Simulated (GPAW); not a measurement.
The system is MnS.

```xyz
2
Lattice="0.0000 2.6045 2.6045 2.6045 0.0000 2.6045 2.6045 2.6045 0.0000" Properties=species:S:1:pos:R:3 pbc="T T T"
Mn    0.0000    0.0000    0.0000
S     2.6045    2.6045    2.6045
```

Base run:

- Program: GPAW 26.7.0
- Functional: PBEsol
- Potentials or basis: PAW data sets generated in the run's folder for this functional
- Cutoff: 600 eV
- Basis: pw
- k mesh: 9 × 9 × 9
- Occupations: fermi-dirac, width 0.05 eV
- Spin: collinear spin, ferromagnetic start
- Starting moments: [4.0, 0.0] μB

Its results: pressure -7.2 GPa; net moment 4.66 μB per cell; site moments Mn +4.12; S +0.10 μB.

Question: The run is repeated on the same cell with these changes: functional from PBEsol to PBE; potentials or basis from PAW data sets generated in the run's folder for this functional to GPAW PAW data sets (gpaw-data 1.2.1). What comes out?

Answer: Pressure -3.0 GPa; net moment 4.69 μB per cell; site moments Mn +4.15; S +0.11 μB.

Caveats: a cell with one magnetic atom can't hold antiferromagnetic order, which such compounds often take.
